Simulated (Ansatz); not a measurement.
Input and command of a calculation in Ansatz (plane waves; scalar-relativistic PAW potentials unless the input names others):

```yaml
crystal:
  lattice:
    - [-2.0936564891, 3.6263194127, 0.0]
    - [-6.2809694673, -3.6263194127, 0.0]
    - [2.0936564891, 1.2087731376, 10.4340296434]
  atoms:
    - { symbol: Bi, position: [0.4950171056, 0.904509723, 0.181319233] }
    - { symbol: Bi, position: [0.9950171056, 0.4083722803, 0.1922459821] }
    - { symbol: Bi, position: [0.5049828944, 0.0916277197, 0.8077540179] }
    - { symbol: Bi, position: [1.0049828944, 0.595490277, 0.818680767] }
    - { symbol: Se, position: [0.5, 0.4981415197, 0.0017063706] }
    - { symbol: Se, position: [0.0, 0.0018584803, -0.0017063706] }
    - { symbol: Se, position: [0.503823061, 0.710163676, 0.6650369265] }
    - { symbol: Se, position: [1.003823061, 0.2152505604, 0.661142447] }
    - { symbol: Se, position: [0.496176939, 0.2847494396, 0.338857553] }
    - { symbol: Se, position: [-0.003823061, 0.789836324, 0.3349630735] }
basis:
  ecutwfc: 420
  xc_grid: 1
kpoints:
  mp_grid: { grid: [8, 4, 4] }
hamiltonian:
  xc: pbe
scf:
  occupations: { method: gaussian, width: 0.05 }
output:
  forces: true
  eigenvalues: true
  stress: true
```

```bash
ansatz run input.yaml --threads 2 --pin off --max-ram 5120MiB --backend cpu --events-out ev --progress --plain --runs-dir out
```

Abridged log:
```
Basis set: ecut = 420 eV, 6147 PW (Γ)
Bands: 94, of which v1, the nominal top of the filled ones, is band 78 counted from 1 (77 counted from 0)
Symmetry: 2 space group operations
k-points: 68 of 128
SCF iter   1: F=—  HF=-82404.567642 eV  |F-HF|=—  |Δ(HF+E_count)|=         —  Δρ=1.31e-3  dr2=1.14e-2  ethr=1.77e-3  ⟨swp⟩=6.3  Hψ=23912  notcnv=0  defer=54
SCF iter   2: F=—  HF=-82404.563789 eV  |F-HF|=—  |Δ(HF+E_count)|=   3.85e-3  Δρ=6.21e-4  dr2=2.04e-3  ethr=7.32e-6  ⟨swp⟩=2.0  Hψ=10840  notcnv=0  defer=193
SCF iter   3: F=—  HF=-82404.563952 eV  |F-HF|=—  |Δ(HF+E_count)|=   1.64e-4  Δρ=3.34e-4  dr2=5.32e-4  ethr=1.31e-6  ⟨swp⟩=2.0  Hψ=11054  notcnv=0  defer=4
automatic band count: iteration 3 solves 90 bands in place of 94: the levels show a gap, and the empty bands left out lie too high to hold charge; the band table lists the bands solved (type scf.n_extra_bands for more)
SCF iter   4: F=—  HF=-82404.564222 eV  |F-HF|=—  |Δ(HF+E_count)|=   2.70e-4  Δρ=1.60e-4  dr2=1.07e-4  ethr=3.41e-7  ⟨swp⟩=2.0  Hψ=6975  notcnv=0  defer=4
SCF iter   5: F=—  HF=-82404.564321 eV  |F-HF|=—  |Δ(HF+E_count)|=   9.87e-5  Δρ=5.81e-5  dr2=1.56e-5  ethr=6.85e-8  ⟨swp⟩=2.0  Hψ=7608  notcnv=0  defer=4
SCF iter   6: F=—  HF=-82404.564370 eV  |F-HF|=—  |Δ(HF+E_count)|=   4.90e-5  Δρ=1.47e-5  dr2=1.17e-6  ethr=1.00e-8  ⟨swp⟩=2.1  Hψ=8543  notcnv=0  defer=4
SCF iter   7: F=—  HF=-82404.564372 eV  |F-HF|=—  |Δ(HF+E_count)|=   1.94e-6  Δρ=6.18e-6  dr2=1.68e-7  ethr=7.50e-10  ⟨swp⟩=2.0  Hψ=11054  notcnv=0  defer=4
SCF iter   8: F=-82404.564372 eV  HF=-82404.564372 eV  |F-HF|=1.91e-8  |Δ(HF+E_count)|=   3.13e-7  Δρ=1.78e-6  dr2=1.58e-8  ethr=6.41e-11  ⟨swp⟩=8.6  Hψ=24843  notcnv=0
SCF 1 converged in 8 iterations: F = -82404.564372 eV  dr2 = 1.58e-8
SCF converged after 8 iterations
Free energy (F): -82404.564372 eV
Harris-Foulkes:  -82404.564372 eV  (|F-HF|=1.91e-8)
Internal energy: -82404.564372 eV  (E = F + TS)
E sigma→0 (E₀):  -82404.564372 eV
Fermi energy:    7.409379 eV
--- Forces (eV/Å), atoms counted from 1 ---
  atom   1  Bi     0.05972876     0.06457591     0.10727691
  atom   2  Bi     0.05775016     0.06053687    -0.02049460
  atom   3  Bi    -0.05775016    -0.06053687     0.02049460
  atom   4  Bi    -0.05972876    -0.06457591    -0.10727691
  atom   5  Se    -0.01288638    -0.00362424     0.00868401
  atom   6  Se     0.01288638     0.00362424    -0.00868401
  atom   7  Se    -0.01849177    -0.02090651    -0.00062500
  atom   8  Se    -0.01169615    -0.01413493     0.03232297
  atom   9  Se     0.01169615     0.01413493    -0.03232297
  atom  10  Se     0.01849177     0.02090651     0.00062500
--- Stress (GPa, compression-positive) ---
       -0.139738      -0.182786       0.325522
       -0.182786       0.251078       0.361163
        0.325522       0.361163       0.076722
  P = ⅓ Tr σ = 0.0627 GPa (0.627 kbar)
```

Apart from outputs and empty bands, the input differs from a reference run on usual settings in basis.xc_grid: not typed → 1. The reference, at the same geometry (not necessarily relaxed), gave pressure 0.06 GPa, largest force 0.139 eV/Å, gap on the mesh 0.70 eV. This run converged in 8 SCF iterations (reference: 8) with an energy at zero smearing 0.01 meV/atom below the reference's, pressure 0.06 GPa, largest force 0.139 eV/Å, gap on the mesh 0.70 eV.

The run took 29 s on 2 threads of Intel(R) Xeon(R) 6975P-C (Granite Rapids) (shared host), peak memory 1.6 GiB.